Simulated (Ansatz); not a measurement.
Pt, 1 atom in the cell. It takes space group Fm-3m (No. 225, cubic). Conventional cell: a = 3.922 Å, b = 3.922 Å, c = 3.922 Å, α = 90.00°, β = 90.00°, γ = 90.00°. Pt (site symmetry m-3m) is surrounded by 12 Pt at 2.77 Å. 

| Property | Result |
| --- | --- |
| Program | Ansatz 0.2.0 |
| Task | band structure |
| Functional | PBEsol |
| Potentials or basis | PseudoDojo standard (PBEsol files) |
| Cutoff | 1143 eV |
| Density cutoff | 4572 eV |
| k mesh | 12 × 12 × 12 |
| Occupations | fermi-dirac, width 0.05 eV |
| Spin | no spin polarisation |
| Path | [["G", "X", "W", "K", "G", "L", "U", "W", "L", "K"], ["U", "X"]] |
| Points for each segment of the path | 14 |

Potentials or basis: PseudoDojo standard (PBEsol files).

Command:

```sh
$ ansatz run input.yaml --threads 2 --pin off --max-ram 5632MiB --backend cpu --events-out ev --progress --plain --runs-dir out
```

Hardware: 2 threads of AMD EPYC 7R13 Processor (Zen 3) (shared host).

Problem. Estimate the wall time of this run.

Solution. It took 2.9 s on 2 threads of AMD EPYC 7R13 Processor (Zen 3) (shared host), peak memory 0.36 GiB. Counts: scf iterations 6, plane waves 1363, k points 72, bands 15.
